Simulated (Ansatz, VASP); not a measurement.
# Two plane-wave programs on MnO2

```xyz
6
Lattice="4.3983 0.0000 0.0000 0.0000 4.3983 0.0000 0.0000 0.0000 2.8730" Properties=species:S:1:pos:R:3 pbc="T T T"
Mn    0.0000    0.0000    0.0000
Mn    2.1991    2.1991    1.4365
O     1.3421    1.3421    0.0000
O     0.8570    3.5413    1.4365
O     3.0562    3.0562    0.0000
O     3.5413    0.8570    1.4365
```

Alike in both runs: task single point; functional PBEsol; k mesh 5 × 5 × 7; occupations gaussian, width 0.03 eV; collinear spin; Hubbard terms Mn d U = 3.9 eV.

```csv
,VASP,Ansatz
version,VASP 6.6.1,Ansatz 0.2.0
potentials or method,"VASP PAW PBE potentials, release 64 (Mn_pv, O)","PAW, plane waves, scalar-relativistic"
plane-wave cutoff (eV),520,420
valence electrons in the cell,50,54
```

|  | VASP | Ansatz | Ansatz less VASP |
| --- | --- | --- | --- |
| pressure (GPa) | 2.9 | 1.8 | -1.05 |
| largest component of the traceless stress (GPa) | 1.92 | 2.06 | +0.147 |
| rms of the force components (eV/Å) | 0.015 | 0.001 | -0.0137 |
| net moment per atom (μB) | 1.00 | 1.00 | 0.000 |
| size of the moment on the site where the two differ most (μB) | 3.02 | 2.64 | -0.375 |

Site moments also hang on the region over which each program counts them. The programs project onto different local orbitals, so the same U acts differently. Atom by atom the forces differ by 0.016 eV/Å (rms over components). The two sets of potentials don't hold the same shells in valence. Ansatz warned: «filled_band_counts_differ_across_k_points».

Caveats: the PAW data sets were made with another functional, which shifts forces and pressure a little (VASP). The state reached can hang on the start; a lower one may exist.
